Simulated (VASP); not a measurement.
# Si (Im-3m) in VASP: further runs, part 2 of 2

VASP 6.6.1.

## 3. Single point, RPBE

Input file run.py:

```python
from ase.calculators.vasp import Vasp
from ase.dft.bandgap import bandgap
from ase.io import read

atoms = read('Si.xyz')
calc = Vasp(
    directory='calc',
    xc='rpbe',
    pp='PBE',
    setups='recommended',
    pp_version='54',
    prec='Accurate',
    encut=520,
    ediff=1e-07,
    ismear=0,
    sigma=0.02,
    lreal=False,
    lasph=True,
    nelm=80,
    algo='Normal',
    isif=2,
    lwave=False,
    lcharg=False,
    kpts=[6, 6, 6],
    gamma=True,
    nbands=21,
)
atoms.calc = calc

print('energy (eV):', atoms.get_potential_energy())
print('free energy (eV):', atoms.get_potential_energy(force_consistent=True))
print('forces (eV/A):')
print(atoms.get_forces())
print('stress (eV/A^3, Voigt):', atoms.get_stress())
print('Fermi level (eV):', calc.get_fermi_level())
gap, top, bottom = bandgap(calc)
print('band gap (eV):', gap, 'from (spin, k, band)', top, 'to', bottom)
```

Input file Si.xyz:

```xyz
6
Lattice="-3.3360831900 3.3360831900 3.3360831900 3.3360831900 -3.3360831900 3.3360831900 3.3360831900 3.3360831900 -3.3360831900" Properties=species:S:1:pos:R:3 pbc="T T T"
Si     1.6680415950      0.0000000000      3.3360831900
Si     3.3360831900      0.0000000000      1.6680415950
Si     3.3360831900      1.6680415950      0.0000000000
Si     1.6680415950      3.3360831900      0.0000000000
Si     0.0000000000      1.6680415950      3.3360831900
Si     0.0000000000      3.3360831900      1.6680415950
```

Potentials or basis: VASP PAW PBE potentials, release 54 (Si).

Started as:

```console
> python run.py
```

Log:

```text
energy (eV): -29.75543835
free energy (eV): -29.75543835
forces (eV/A):
[[-0.  0. -0.]
 [-0. -0.  0.]
 [-0.  0.  0.]
 [-0.  0.  0.]
 [ 0.  0. -0.]
 [ 0. -0. -0.]]
stress (eV/A^3, Voigt): [-0.01878081 -0.01878081 -0.01878081 -0.          0.         -0.        ]
Fermi level (eV): 4.19551352
band gap (eV): 0.18259999999999987 from (spin, k, band) (0, np.int64(15), np.int64(11)) to (0, np.int64(13), np.int64(12))
```

OUTCAR:

```text
ENCUT = 520.000000
   EDIFF = 1.00e-07
   GGA = RP
   PREC = Accurate
   ISIF = 2
   ISMEAR = 0
   NELM = 80
   LASPH = .TRUE.
   LREAL = .FALSE.

 ion  position               nearest neighbor table
   1  0.500  0.750  0.250-   2 2.36   5 2.36   6 2.36   3 2.36
   2  0.250  0.750  0.500-   1 2.36   3 2.36   4 2.36   5 2.36
   3  0.250  0.500  0.750-   1 2.36   2 2.36   4 2.36   6 2.36
   4  0.500  0.250  0.750-   3 2.36   5 2.36   6 2.36   2 2.36
   5  0.750  0.500  0.250-   1 2.36   2 2.36   6 2.36   4 2.36
   6  0.750  0.250  0.500-   3 2.36   4 2.36   5 2.36   1 2.36

  LATTYP: Found a body centered cubic cell.
 ALAT       =     6.6721663800

  Lattice vectors:

 A1 = (  -3.3360831900,   3.3360831900,   3.3360831900)
 A2 = (   3.3360831900,  -3.3360831900,   3.3360831900)
 A3 = (   3.3360831900,   3.3360831900,  -3.3360831900)

Analysis of symmetry for initial positions (statically):
=====================================================================
 Subroutine PRICEL returns:
 Original cell was already a primitive cell.

[... 171 lines left out ...]

 val. band max:        4.1023880510   @ k =   0.5000   0.5000   0.5000
 cond. band min:       4.2849915351   @ k =  -0.3333   0.3333   0.3333
 fundamental gap:      0.1826034841
 Fermi energy:         4.1955135229

 k-point     1 :       0.0000    0.0000    0.0000
  band No.  band energies     occupation
      1      -7.6730      2.00000
      2      -3.1381      2.00000
      3      -3.1381      2.00000
      4      -2.9980      2.00000
      5      -2.9980      2.00000
      6      -2.9980      2.00000
[... 373 lines left out ...]
     20       8.3222      0.00000
     21       8.9259      0.00000

------------------------ aborting loop because EDIFF is reached ----------------------------------------

  FORCE on cell =-STRESS in cart. coord.  units (eV):
  Direction    XX          YY          ZZ          XY          YZ          ZX
  --------------------------------------------------------------------------------------
  -------------------------------------------------------------------------------------
  Total        2.7892330      2.7892330      2.7892330      0.0000000      0.0000000     -0.0000000
  in kB       30.0901793     30.0901793     30.0901793      0.0000000      0.0000000     -0.0000000
  external PRESSURE =      30.0901793 kB  Pullay stress =       0.0000000 kB

 VOLUME and BASIS-vectors are now :
 -----------------------------------------------------------------------------
  energy-cutoff  :      520.00
  volume of cell :      148.52
      direct lattice vectors                 reciprocal lattice vectors
    -3.336083190  3.336083190  3.336083190     0.000000000  0.149876358  0.149876358
     3.336083190 -3.336083190  3.336083190     0.149876358  0.000000000  0.149876358
     3.336083190  3.336083190 -3.336083190     0.149876358  0.149876358  0.000000000

 POSITION                                       TOTAL-FORCE (eV/Angst)
 -----------------------------------------------------------------------------------
      1.66804      0.00000      3.33608        -0.000000      0.000000     -0.000000
      3.33608      0.00000      1.66804        -0.000000     -0.000000      0.000000
      3.33608      1.66804      0.00000        -0.000000      0.000000      0.000000
      1.66804      3.33608      0.00000        -0.000000      0.000000      0.000000
      0.00000      1.66804      3.33608         0.000000      0.000000     -0.000000
      0.00000      3.33608      1.66804         0.000000     -0.000000     -0.000000
 -----------------------------------------------------------------------------------
    total drift:                               -0.000000     -0.000000      0.000000

  FREE ENERGIE OF THE ION-ELECTRON SYSTEM (eV)
  ---------------------------------------------------
  free  energy   TOTEN  =       -29.7554383479 eV

  energy  without entropy=      -29.7554383479  energy(sigma->0) =      -29.75543835
```

INCAR:

```text
ENCUT = 520.000000
SIGMA = 0.020000
EDIFF = 1.00e-07
ALGO = Normal
GGA = RP
PREC = Accurate
ISIF = 2
ISMEAR = 0
NBANDS = 21
NELM = 80
LASPH = .TRUE.
LCHARG = .FALSE.
LWAVE = .FALSE.
LREAL = .FALSE.
```

Wall time 38 s (1 thread of Intel Xeon 6975P-C (Granite Rapids), shared host); peak memory 0.3 GiB.

Results:

* Free energy: -29.7554 eV
* Pressure: 3.0 GPa
* Band gap on the k mesh: 0.18 eV, indirect (least direct gap 0.40 eV)

Levels at points of the mesh, in eV from the valence-band top:
```tsv
k point	band 10	band 11	band 12	band 13	band 14	band 15
(0.00, 0.00, 0.00)	-2.08	-2.08	-2.08	2.08	2.08	2.08
(0.50, 0.00, 0.00)	-2.07	-1.33	-0.70	1.19	2.37	2.72
(0.50, 0.50, 0.50)	0.00	0.00	0.00	0.40	0.40	0.40
```

Caveat: the PAW data sets were made with another functional, which shifts forces and pressure a little. A k mesh can miss the band edges.

## 4. Single point, PBEsol

run.py, as its differences from that of step 3:

```diff
@@ -4,17 +4,16 @@
 
-atoms = read('Si.xyz')
+atoms = read('POSCAR')
 calc = Vasp(
     directory='calc',
-    xc='rpbe',
+    xc='pbesol',
     pp='PBE',
-    setups='recommended',
-    pp_version='54',
+    setups='gw',
     prec='Accurate',
-    encut=520,
+    encut=550,
     ediff=1e-07,
-    ismear=0,
-    sigma=0.02,
+    ismear=-5,
+    sigma=0.05,
     lreal=False,
     lasph=True,
-    nelm=80,
+    nelm=100,
     algo='Normal',
@@ -22,6 +21,7 @@
     lwave=False,
-    lcharg=False,
+    lcharg=True,
+    lelf=True,
+    lvhar=True,
     kpts=[6, 6, 6],
     gamma=True,
-    nbands=21,
 )
```

Input file POSCAR:

```
Si
1.0
   -3.3360831900      3.3360831900      3.3360831900
    3.3360831900     -3.3360831900      3.3360831900
    3.3360831900      3.3360831900     -3.3360831900
Si
6
Direct
    0.5000000000      0.7500000000      0.2500000000
    0.2500000000      0.7500000000      0.5000000000
    0.2500000000      0.5000000000      0.7500000000
    0.5000000000      0.2500000000      0.7500000000
    0.7500000000      0.5000000000      0.2500000000
    0.7500000000      0.2500000000      0.5000000000
```

Potentials or basis: VASP PAW PBE potentials, release 64 (Si_GW).

Started as:

```console
> python run.py
```

Run time: 42 s. Hardware: 1 thread of Intel Xeon 6975P-C (Granite Rapids), shared host; peak memory 0.31 GiB.

It converged, with:

```
Free energy            : -32.9765 eV
Pressure               : 0.7 GPa
Band gap on the k mesh : 0.04 eV, indirect (least direct gap 0.28 eV)
```

Levels at points of the mesh, in eV from the valence-band top:
```csv
k point,band 8,band 9,band 10,band 11,band 12,band 13,band 14,band 15,band 16
"(0.00, 0.00, 0.00)",-2.91,-2.91,-2.12,-2.12,-2.12,1.98,1.98,1.98,2.42
"(0.50, 0.00, 0.00)",-3.72,-3.25,-2.10,-1.33,-0.70,1.10,2.24,2.59,2.71
"(0.50, 0.50, 0.50)",-1.85,-1.85,0.00,0.00,0.00,0.28,0.28,0.28,2.85
```

Caveat: the PAW data sets were made with another functional, which shifts forces and pressure a little. A k mesh can miss the band edges.
